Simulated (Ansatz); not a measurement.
Write the native input for Ansatz 0.2.0 that does the following.

```
Task                    : band structure
Functional              : PBE-PBEsol
Potentials or basis     : all-electron LAPW, non-relativistic
Cutoff                  : 247 eV (chosen from the basis error)
Basis error allowed     : 0.001 eV/atom
k mesh                  : 7 × 7 × 4
Occupations             : tetrahedron
Spin                    : collinear spin, ferrimagnetic start
Starting moments        : [0.5, -0.25, 0.0, 0.0] μB
Search for lower states : off
```

The system is CdS (Greenockite).

```xyz
4
Lattice="4.1500 0.0000 0.0000 -2.0750 3.5940 0.0000 0.0000 0.0000 6.7370" Properties=species:S:1:pos:R:3 pbc="T T T"
Cd    2.0750    1.1980    3.3685
Cd    0.0000    2.3960    0.0000
S     2.0750    1.1980    5.8949
S     0.0000    2.3960    2.5264
```

One way to write it, as run:

input.yaml

```yaml
crystal:
  lattice:
    - [4.15, 0.0, 0.0]
    - [-2.075, 3.5940054257, 0.0]
    - [0.0, 0.0, 6.737]
  atoms:
    - { symbol: Cd, position: [0.6666666667, 0.3333333333, 0.5], spin: 0.5 }
    - { symbol: Cd, position: [0.3333333333, 0.6666666667, 0.0], spin: -0.25 }
    - { symbol: S, position: [0.6666666667, 0.3333333333, 0.875] }
    - { symbol: S, position: [0.3333333333, 0.6666666667, 0.375] }
kpoints:
  mp_grid: { grid: [7, 7, 4] }
  band_path:
    path:
      - [0.0, 0.0, 0.0]
      - [0.5, 0.0, 0.0]
      - [0.3333333333, 0.3333333333, 0.0]
      - [0.0, 0.0, 0.0]
      - [0.0, 0.0, 0.5]
      - [0.5, 0.0, 0.5]
      - [0.3333333333, 0.3333333333, 0.5]
      - [0.0, 0.0, 0.5]
    npoints: 12
scf:
  occupations: { method: tetrahedron }
  lower_state_search: "off"
hamiltonian:
  xc: { exchange: pbe, correlation: pbesol }
  pseudopotentials:
    kind: all_electron
    lapw: { basis_error: 0.001 }
    relativity: none
magnetization:
  spin_polarized: true
output:
  forces: true
  stress: true
  eigenvalues: true
```

Potentials or basis: all-electron LAPW, non-relativistic.

Command:

```sh
$ ansatz run input.yaml --threads 2 --pin off --max-ram 6144MiB --backend cpu --events-out ev --progress --plain --runs-dir out
```

Results of the run:

```
Pressure                : 4.6 GPa
Largest force           : 0.083 eV/Å
Band gap on the k mesh  : 1.65 eV, direct
Band gap along the path : 1.65 eV, direct
Net moment              : 0.00 μB per cell
Absolute moment         : 0.00 μB per cell
```

Caveat: relativity is left out, which matters for the heavier elements; with tetrahedron occupations forces and stress needn't match the slope of the energy; the starting moments weren't kept.

It took 35 s on 2 threads of AMD EPYC 9R45 96-Core Processor (Zen 5) (shared host), peak memory 0.62 GiB.
